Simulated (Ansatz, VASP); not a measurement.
## Two plane-wave programs on MgO (Periclase)

```
CELL_PARAMETERS angstrom
0.00000 2.04459 2.04459
2.04459 0.00000 2.04459
2.04459 2.04459 0.00000
ATOMIC_POSITIONS crystal
Mg 0.00000 0.00000 0.00000
O 0.50000 0.50000 0.50000
```

Alike in both runs: task single point; functional r2SCAN; k mesh 8 × 8 × 8; occupations gaussian, width 0.05 eV; no spin polarisation.

|  | VASP | Ansatz |
| --- | --- | --- |
| version | VASP 6.6.1 | Ansatz 0.2.0 |
| potentials or method | VASP PAW PBE potentials, release 64 (Mg, O) | scalar-relativistic, plane waves, PAW |
| plane-wave cutoff (eV) | 520 | 500 |
| valence electrons in the cell | 8 | 16 |

Ansatz gave:

- gap on the k mesh at the Fermi level (eV): 6.58
- least direct gap on the mesh (eV): 6.58
- pressure (GPa): 16.5

Task: Which values does VASP return?

Result: gap on the k mesh at the Fermi level (eV): 6.55; least direct gap on the mesh (eV): 6.55; pressure (GPa): 15.3.

With one functional, cell and mesh, what is left measures potentials, basis and numerics. The two sets of potentials don't hold the same shells in valence.

Caveats: so large a pressure means that the cell lies far from this level's equilibrium, or that cutoff or potentials fall short (VASP); the potentials were made for another functional, which shifts forces and pressure (VASP). r2SCAN opens gaps a little over a GGA but as a rule still falls short of measured ones.
